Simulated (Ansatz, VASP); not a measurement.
**One calculation of Na, two programs**

```xyz
2
Lattice="3.7919 0.0000 0.0000 -1.8960 3.2839 0.0000 0.0000 0.0000 6.1948" Properties=species:S:1:pos:R:3 pbc="T T T"
Na    0.0000    2.1893    1.5487
Na    1.8960    1.0946    4.6461
```

Change from the starting cell: volume scaled by 1.02, PAW files.

Alike in both runs: task electric field gradients; functional LDA; k mesh 11 × 11 × 6; occupations fermi-dirac, width 0.05 eV; no spin polarisation.

```csv
,VASP,Ansatz
version,VASP 6.6.1,Ansatz 0.2.0
potentials or method,"VASP PAW LDA potentials, release 64 (Na_pv)","PAW with Ansatz's default frozen-core files, scalar-relativistic"
plane-wave cutoff (eV),520,420
valence electrons in the cell,14,18
```

```tsv
	VASP	Ansatz	Ansatz less VASP
pressure (GPa)	-1.0	-1.0	+0.02
largest component of the traceless stress (GPa)	0.17	0.17	0.000
Vzz of the field gradient on the site that differs most (V/Å²)	-0.5	-0.5	0.00
```

The two sets of potentials don't hold the same shells in valence.
